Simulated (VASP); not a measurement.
# SnTe (F-43m) in VASP: notebook

The runs below take SnTe through single point, with HSE06.

Program: VASP 6.6.1. These are calculated values, not measurements. Logs are shortened: lines on timing, memory, paths and dates and some standing lists are left out, and cuts for length are marked.

## 1. The structure

It takes space group F-43m (No. 216, cubic). Conventional cell: a = 7.222 Å, b = 7.222 Å, c = 7.222 Å, α = 90.00°, β = 90.00°, γ = 90.00°. Te (site symmetry -43m) is surrounded by 4 Sn at 3.13 Å. Sn (site symmetry -43m) is surrounded by 4 Te at 3.13 Å.

Measurements of this composition are mostly on another form, of space group No. 225.

## 2. Single point, HSE06

The input, POSCAR:

```
SnTe
1.0
    0.0000000000      3.6111460000      3.6111460000
    3.6111460000      0.0000000000      3.6111460000
    3.6111460000      3.6111460000      0.0000000000
Te Sn
1 1
Direct
    0.2500000000      0.2500000000      0.2500000000
    0.0000000000      0.0000000000      0.0000000000
```

The input, INCAR.step1:

```
ALGO = Normal
EDIFF = 1E-5
ENCUT = 460
GGA = PE
ISIF = 2
ISMEAR = 0
LASPH = True
LREAL = False
LWAVE = True
NBANDS = 18
NELM = 100
NKRED = 1
PREC = Accurate
SIGMA = 0.01
```

The input, INCAR.step2:

```
ALGO = Normal
EDIFF = 1E-6
ENCUT = 460
GGA = PE
HFSCREEN = 0.2
ISIF = 2
ISMEAR = 0
ISTART = 1
LASPH = True
LCHARG = False
LHFCALC = True
LREAL = False
LWAVE = False
NBANDS = 18
NELM = 100
NKRED = 1
PREC = Accurate
PRECFOCK = Fast
SIGMA = 0.01
```

The input, KPOINTS:

```
k-points
0
Gamma
  2 2 2
```

Potentials or basis: VASP PAW PBE potentials, release 64 (Te, Sn_d).

Command:

```console
cat potpaw_PBE.64/Te/POTCAR potpaw_PBE.64/Sn_d/POTCAR > POTCAR
cp INCAR.step1 INCAR
mpirun -np 1 vasp_std > vasp.out
cp INCAR.step2 INCAR
mpirun -np 1 vasp_std > vasp.out
```

OUTCAR:

```text
EDIFF = 1E-6
   ENCUT = 460
   GGA = PE
   HFSCREEN = 0.2
   ISIF = 2
   ISMEAR = 0
   ISTART = 1
   LASPH = True
   LHFCALC = True
   LREAL = False
   NELM = 100
   NKRED = 1
   PREC = Accurate
   PRECFOCK = Fast

 Found      3 irreducible k-points:

 Following reciprocal coordinates:
            Coordinates               Weight
  0.000000  0.000000  0.000000      1.000000
  0.500000  0.000000  0.000000      4.000000
  0.500000  0.500000  0.000000      3.000000
   k-points           NKPTS =      3   k-points in BZ     NKDIM =      8   number of bands    NBANDS=     18
   number of dos      NEDOS =    301   number of ions     NIONS =      2
   total plane-waves  NPLWV =  46656
   dimension x,y,z NGX =    36 NGY =   36 NGZ =   36
   dimension x,y,z NGXF=    72 NGYF=   72 NGZF=   72
   ions per type =               1   1
   NGX,Y,Z   is equivalent  to a cutoff of  11.72, 11.72, 11.72 a.u.
   NGXF,Y,Z  is equivalent  to a cutoff of  23.44, 23.44, 23.44 a.u.
 SYSTEM =  unknown system
   PREC   = accura    normal or accurate (medium, high low for compatibility)
   ISTART =      1    job   : 0-new  1-cont  2-samecut
   ICHARG =      0    charge: 1-file 2-atom 10-const
   ISPIN  =      1    spin polarized calculation?
   LNONCOLLINEAR =      F non collinear calculations
   LSORBIT =      F    spin-orbit coupling
   LASPH  =      T    aspherical Exc in radial PAW
   ENCUT  =  460.0 eV  33.81 Ry    5.81 a.u.   8.93  8.93  8.93*2*pi/ulx,y,z
   NELM   =    100;   NELMIN=  2; NELMDL=  0     # of ELM steps
   EDIFF  = 0.1E-05   stopping-criterion for ELM
   LREAL  =      F    real-space projection
   EDIFFG = 0.1E-04   stopping-criterion for IOM
   NSW    =      0    number of steps for IOM
   IBRION =     -1    ionic relax: 0-MD 1-quasi-New 2-CG
   NFREE  =      0    steps in history (QN), initial steepest desc. (CG)
   ISIF   =      2    stress and relaxation
   ISYM   =      3    0-nonsym 1-usesym 2-fastsym
   POTIM  = 0.5000    time-step for ionic-motion
   TEBEG  =    0.0;   TEEND  =   0.0 temperature during run
   PSTRESS=    0.0 pullay stress
   NELECT =      20.0000    total number of electrons
   NUPDOWN=      -1.0000    fix difference up-down
   EMIN   =  10.00;   EMAX   =-10.00  energy-range for DOS
   EFERMI =   0.00;   METHOD = LEGACY
   ISMEAR =     0;   SIGMA  =   0.01  broadening in eV -4-tet -1-fermi 0-gaus
   EFERMI_NEDOS =   21; number of points for ismear=-14 and -15
   IALGO  =     38    algorithm
   IMIX   =      1    mixing-type and parameters
     AMIX     =   0.40;   BMIX     =  1.00
     AMIX_MAG =   1.60;   BMIX_MAG =  1.00
  volume/ion in A,a.u.               =      47.09       317.78
  Fermi-wavevector in a.u.,A,eV,Ry     =   0.976704  1.845704 12.979296  0.953951
  Thomas-Fermi vector in A             =   2.107344
   LORBIT       =      0    0 simple, 1 ext, 2 COOP (PROOUT), +10 PAW based schemes
   GGA     = PE    functional components
   LHFCALC =     T    Hartree Fock is set to
   PRECFOCK=fast      Normal, Fast or Accurate (Low or Medium for compatibility)
   ENCUT4O =  -1.0   cutoff for four orbital integrals eV
   NKREDX  =     1    reduce k-point grid by
   NKREDY  =     1    reduce k-point grid by
   NKREDZ  =     1    reduce k-point grid by
   AEXX    =    0.2500 exact exchange contribution
   HFSCREEN=    0.2000 screening length (either q_TF or 0.3 A-1)
   HFSCREENC=   0.2000 screening length for correlation (either q_TF or 0.3 A-1)
   ENCUTFOCK=  -1.0 apply spherical cutoff to Coloumb kernel
   IVDW    =     0    specifies the selected vdW correction
   LEPSILON=     F    determine dielectric tensor
   LRPA    =     F    only Hartree local field effects (RPA)
 non-spin polarized calculation
 Gauss-broadening in eV      SIGMA  =   0.01
  energy-cutoff  :      460.00
  volume of cell :       94.18
 maximum number of plane-waves:      2120
 NGX is ok and might be reduce to    36
  NGX = 20; NGY = 20; NGZ = 20

 number of electron      19.9999987 magnetization

 Free energy of the ion-electron system (eV)
  ---------------------------------------------------
  ext. energy  EPLUGINS =         0.00000000
  ---------------------------------------------------
  free energy    TOTEN  =        -8.91479219 eV

  energy without entropy =       -8.91479219  energy(sigma->0) =       -8.91479219

 E-fermi :   2.2170     XC(G=0):  -6.3013

 val. band max:        2.1434487156   @ k =   0.5000   0.5000   0.0000
 cond. band min:       3.4412659859   @ k =   0.5000   0.5000   0.0000
 fundamental gap:      1.2978172703
 Fermi energy:         2.2169576351

 k-point     1 :       0.0000    0.0000    0.0000
  band No.  band energies     occupation
      1     -21.2298      2.00000
      2     -21.2298      2.00000
      3     -21.2298      2.00000
      4     -21.2184      2.00000
      5     -21.2184      2.00000
      6      -9.8272      2.00000
[... 10 lines left out ...]
     17      11.1648      0.00000
     18      11.1648      0.00000

 k-point     2 :       0.5000    0.0000    0.0000
  band No.  band energies     occupation
      1     -21.2302      2.00000
      2     -21.2282      2.00000
      3     -21.2282      2.00000
      4     -21.2182      2.00000
      5     -21.2182      2.00000
      6      -9.2117      2.00000
[... 10 lines left out ...]
     17      10.5023      0.00000
     18      11.7864      0.00000

 k-point     3 :       0.5000    0.5000    0.0000
  band No.  band energies     occupation
      1     -21.2325      2.00000
      2     -21.2263      2.00000
      3     -21.2263      2.00000
      4     -21.2195      2.00000
      5     -21.2175      2.00000
      6      -8.9605      2.00000
[... 10 lines left out ...]
     17      11.7895      0.00000
     18      12.1436      0.00000

------------------------ aborting loop because EDIFF is reached ----------------------------------------

  FORCE on cell =-STRESS in cart. coord.  units (eV):
  Direction    XX          YY          ZZ          XY          YZ          ZX
  --------------------------------------------------------------------------------------
  -------------------------------------------------------------------------------------
  Total       -1.3793424     -1.3793424     -1.3793424      0.0000000      0.0000000     -0.0000000
  in kB      -23.4648363    -23.4648363    -23.4648363      0.0000000      0.0000000     -0.0000000
  external PRESSURE =     -23.4648363 kB  Pullay stress =       0.0000000 kB

 VOLUME and BASIS-vectors are now :
 -----------------------------------------------------------------------------
  energy-cutoff  :      460.00
  volume of cell :       94.18
      direct lattice vectors                 reciprocal lattice vectors
     0.000000000  3.611146000  3.611146000    -0.138460201  0.138460201  0.138460201
     3.611146000  0.000000000  3.611146000     0.138460201 -0.138460201  0.138460201
     3.611146000  3.611146000  0.000000000     0.138460201  0.138460201 -0.138460201

 POSITION                                       TOTAL-FORCE (eV/Angst)
 -----------------------------------------------------------------------------------
      1.80557      1.80557      1.80557         0.000000      0.000000      0.000000
      0.00000      0.00000      0.00000        -0.000000     -0.000000     -0.000000
 -----------------------------------------------------------------------------------
    total drift:                                0.000059      0.000027      0.000005

  FREE ENERGIE OF THE ION-ELECTRON SYSTEM (eV)
  ---------------------------------------------------
  free  energy   TOTEN  =        -8.9147921943 eV

  energy  without entropy=       -8.9147921943  energy(sigma->0) =       -8.91479219
```

Wall time 24 s (1 thread of Intel Xeon Platinum 8488C (Sapphire Rapids), shared host); peak memory 0.3 GiB.

The run converged, but some of its settings lie outside the range that counts as converged, so its numbers aren't taken as properties of the crystal.

Results:

```yaml
Free_energy: -8.9148 eV
Pressure: -2.3 GPa
Band_gap_on_the_k_mesh: 1.30 eV, direct
```

Caveat: the k mesh is coarse (spacing up to 0.75 Å⁻¹), so the values aren't converged, least of all with exact exchange; the PAW data sets were made with another functional, which shifts forces and pressure a little; spin-orbit coupling is left out, which moves the levels of the heavy elements.

## 3. Single point, HSE06

POSCAR is that of step 2.

INCAR.step1: that of step 2 with these lines changed.

```diff
@@ -2,3 +2,3 @@
 EDIFF = 1E-5
-ENCUT = 460
+ENCUT = 400
 GGA = PE
```

INCAR.step2: that of step 2 with these lines changed.

```diff
@@ -2,3 +2,3 @@
 EDIFF = 1E-6
-ENCUT = 460
+ENCUT = 400
 GGA = PE
```

The input, KPOINTS:

```
k-points
0
Gamma
  3 3 3
```

Potentials or basis: VASP PAW PBE potentials, release 64 (Te, Sn_d).

Command:

```console
cat potpaw_PBE.64/Te/POTCAR potpaw_PBE.64/Sn_d/POTCAR > POTCAR
cp INCAR.step1 INCAR
mpirun -np 1 vasp_std > vasp.out
cp INCAR.step2 INCAR
mpirun -np 1 vasp_std > vasp.out
```

OUTCAR:

```text
EDIFF = 1E-6
   ENCUT = 400
   GGA = PE
   HFSCREEN = 0.2
   ISIF = 2
   ISMEAR = 0
   ISTART = 1
   LASPH = True
   LHFCALC = True
   LREAL = False
   NELM = 100
   NKRED = 1
   PREC = Accurate
   PRECFOCK = Fast

 Found      4 irreducible k-points:

 Following reciprocal coordinates:
            Coordinates               Weight
  0.000000  0.000000  0.000000      1.000000
  0.333333  0.000000  0.000000      8.000000
  0.333333  0.333333  0.000000      6.000000
 -0.333333  0.333333  0.000000     12.000000
   k-points           NKPTS =      4   k-points in BZ     NKDIM =     27   number of bands    NBANDS=     18
   number of dos      NEDOS =    301   number of ions     NIONS =      2
   total plane-waves  NPLWV =  46656
   dimension x,y,z NGX =    36 NGY =   36 NGZ =   36
   dimension x,y,z NGXF=    72 NGYF=   72 NGZF=   72
   ions per type =               1   1
   NGX,Y,Z   is equivalent  to a cutoff of  11.72, 11.72, 11.72 a.u.
   NGXF,Y,Z  is equivalent  to a cutoff of  23.44, 23.44, 23.44 a.u.
 SYSTEM =  unknown system
   PREC   = accura    normal or accurate (medium, high low for compatibility)
   ISTART =      1    job   : 0-new  1-cont  2-samecut
   ICHARG =      0    charge: 1-file 2-atom 10-const
   ISPIN  =      1    spin polarized calculation?
   LNONCOLLINEAR =      F non collinear calculations
   LSORBIT =      F    spin-orbit coupling
   LASPH  =      T    aspherical Exc in radial PAW
[... 61 lines left out ...]

 val. band max:        2.3540840541   @ k =  -0.3333   0.3333   0.0000
 cond. band min:       3.4894224511   @ k =   0.3333   0.3333   0.0000
 fundamental gap:      1.1353383970
 Fermi energy:         2.4285256668

 k-point     1 :       0.0000    0.0000    0.0000
  band No.  band energies     occupation
      1     -21.1871      2.00000
      2     -21.1871      2.00000
      3     -21.1871      2.00000
      4     -21.1754      2.00000
      5     -21.1754      2.00000
      6      -9.8472      2.00000
[... 61 lines left out ...]
      5     -21.1752      2.00000
      6      -9.0476      2.00000
[... 10 lines left out ...]
     17      12.5599      0.00000
     18      13.3484      0.00000

------------------------ aborting loop because EDIFF is reached ----------------------------------------

  FORCE on cell =-STRESS in cart. coord.  units (eV):
  Direction    XX          YY          ZZ          XY          YZ          ZX
  --------------------------------------------------------------------------------------
  -------------------------------------------------------------------------------------
  Total       -0.8829965     -0.8829965     -0.8829965      0.0000000      0.0000000     -0.0000000
  in kB      -15.0211926    -15.0211926    -15.0211926      0.0000000      0.0000000     -0.0000000
  external PRESSURE =     -15.0211926 kB  Pullay stress =       0.0000000 kB

 VOLUME and BASIS-vectors are now :
 -----------------------------------------------------------------------------
  energy-cutoff  :      400.00
  volume of cell :       94.18
      direct lattice vectors                 reciprocal lattice vectors
     0.000000000  3.611146000  3.611146000    -0.138460201  0.138460201  0.138460201
     3.611146000  0.000000000  3.611146000     0.138460201 -0.138460201  0.138460201
     3.611146000  3.611146000  0.000000000     0.138460201  0.138460201 -0.138460201

 POSITION                                       TOTAL-FORCE (eV/Angst)
 -----------------------------------------------------------------------------------
      1.80557      1.80557      1.80557        -0.000000      0.000000      0.000000
      0.00000      0.00000      0.00000         0.000000     -0.000000     -0.000000
 -----------------------------------------------------------------------------------
    total drift:                               -0.000014     -0.000061     -0.000008

  FREE ENERGIE OF THE ION-ELECTRON SYSTEM (eV)
  ---------------------------------------------------
  free  energy   TOTEN  =        -8.5806197648 eV

  energy  without entropy=       -8.5806197648  energy(sigma->0) =       -8.58061976
```

Wall time 42 s (1 thread of Intel Xeon Platinum 8488C (Sapphire Rapids), shared host); peak memory 0.3 GiB.

The run converged, but some of its settings lie outside the range that counts as converged, so its numbers aren't taken as properties of the crystal.

Results:

* Free energy: -8.5806 eV
* Pressure: -1.5 GPa
* Band gap on the k mesh: 1.14 eV, indirect (least direct gap 1.38 eV)

Caveat: the k mesh is coarse (spacing up to 0.50 Å⁻¹), so the values aren't converged, least of all with exact exchange; the PAW data sets were made with another functional, which shifts forces and pressure a little; spin-orbit coupling is left out, which moves the levels of the heavy elements; an odd mesh through Γ misses points on the zone boundary, where band edges often lie.

## 4. Single point, HSE06

POSCAR is that of step 3.

INCAR.step1 is that of step 3.

INCAR.step2: that of step 3 with these lines changed.

```diff
@@ -17,3 +17,3 @@
 PREC = Accurate
-PRECFOCK = Fast
+PRECFOCK = Medium
 SIGMA = 0.01
```

KPOINTS is that of step 3.

Command:

```console
cat potpaw_PBE.64/Te/POTCAR potpaw_PBE.64/Sn_d/POTCAR > POTCAR
cp INCAR.step1 INCAR
mpirun -np 1 vasp_std > vasp.out
cp INCAR.step2 INCAR
mpirun -np 1 vasp_std > vasp.out
```

It took 3.1 min on 1 thread of Intel Xeon Platinum 8488C (Sapphire Rapids), shared host; peak memory 0.32 GiB.

These settings aren't checked as converged: the numbers below hold their error.

Results:

```
Free energy            : -8.5806 eV
Pressure               : -1.5 GPa
Band gap on the k mesh : 1.13 eV, indirect (least direct gap 1.38 eV)
```

Caveat: the k mesh is coarse (spacing up to 0.50 Å⁻¹), so the values aren't converged, least of all with exact exchange; the PAW data sets were made with another functional, which shifts forces and pressure a little; spin-orbit coupling is left out, which moves the levels of the heavy elements; an odd mesh through Γ misses points on the zone boundary, where band edges often lie.

## 5. Single point, HSE06

POSCAR is that of step 4.

INCAR.step1: that of step 4 with these lines changed.

```diff
@@ -2,3 +2,3 @@
 EDIFF = 1E-5
-ENCUT = 400
+ENCUT = 460
 GGA = PE
```

INCAR.step2: that of step 4 with these lines changed.

```diff
@@ -2,3 +2,3 @@
 EDIFF = 1E-6
-ENCUT = 400
+ENCUT = 460
 GGA = PE
@@ -17,3 +17,3 @@
 PREC = Accurate
-PRECFOCK = Medium
+PRECFOCK = Fast
 SIGMA = 0.01
```

KPOINTS is that of step 4.

Command:

```console
cat potpaw_PBE.64/Te/POTCAR potpaw_PBE.64/Sn_d/POTCAR > POTCAR
cp INCAR.step1 INCAR
mpirun -np 1 vasp_std > vasp.out
cp INCAR.step2 INCAR
mpirun -np 1 vasp_std > vasp.out
```

Run time: 64 s. Hardware: 1 thread of Intel Xeon Platinum 8488C (Sapphire Rapids), shared host; peak memory 0.29 GiB.

These settings aren't checked as converged: the numbers below hold their error.

Results:

```yaml
Free_energy: -8.5804 eV
Pressure: -1.5 GPa
Band_gap_on_the_k_mesh: 1.14 eV, indirect (least direct gap 1.38 eV)
```

Caveat: the k mesh is coarse (spacing up to 0.50 Å⁻¹), so the values aren't converged, least of all with exact exchange; the PAW data sets were made with another functional, which shifts forces and pressure a little; spin-orbit coupling is left out, which moves the levels of the heavy elements; an odd mesh through Γ misses points on the zone boundary, where band edges often lie.

## 6. For comparison

An earlier run on the cell as given: functional PBEsol; potentials or basis VASP PAW PBE potentials, release 64 (Te, Sn_d); cutoff 520 eV; k mesh 7 × 7 × 7; occupations fermi-dirac, width 0.05 eV; no spin polarisation.

* Pressure: -1.4 GPa
* Band gap on the k mesh: 0.28 eV, indirect (least direct gap 0.79 eV)
